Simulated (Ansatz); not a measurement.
HfC:

```
CELL_PARAMETERS angstrom
0.00000 2.32500 2.32500
2.32500 0.00000 2.32500
2.32500 2.32500 0.00000
ATOMIC_POSITIONS crystal
Hf 0.50000 0.50000 0.50000
C 0.00000 0.00000 0.00000
```

- Program: Ansatz 0.2.0
- Task: relaxation of cell and atoms
- Functional: BLYP
- Dispersion: D3(BJ)
- Potentials or basis: Ansatz PAW
- Cutoff: 420 eV (not typed: the program's choice for these potentials)
- k mesh: 10 × 10 × 10
- Occupations: fermi-dirac, width 0.05 eV
- Spin: no spin polarisation

At the start: volume 12.57 Å³/atom.

Task: How do energy, volume and symmetry change on relaxing?

Result: It ends after 5 steps and the volume is 12.36 Å³/atom (-1.6 %); space group Fm-3m (No. 225, to 0.05 Å).

Step by step:
| step | energy change (eV) | largest force (eV/Å) | volume (Å³) |
| --- | --- | --- | --- |
| 1 | 0.0000 | 0.0000 | 25.14 |
| 2 | -0.0034 | 0.0000 | 24.42 |
| 3 | -0.0058 | 0.0000 | 24.73 |
| 4 | -0.0058 | 0.0000 | 24.72 |
| 5 | -0.0051 | 0.0000 | 24.72 |

Final structure:
```
Hf C
1.0
     0.00000    2.31216    2.31216
     2.31216    0.00000    2.31216
     2.31216    2.31216    0.00000
Hf C
1 1
Cartesian
  2.3122 2.3122 2.3122
  0.0000 0.0000 0.0000
```

Caveat: the plane-wave basis is chosen anew once the cell has moved, so the energies of steps on either side of that aren't comparable; the PAW data sets come from PBE, with cores solved anew for the run's functional, which leaves a small shift of forces and pressure.
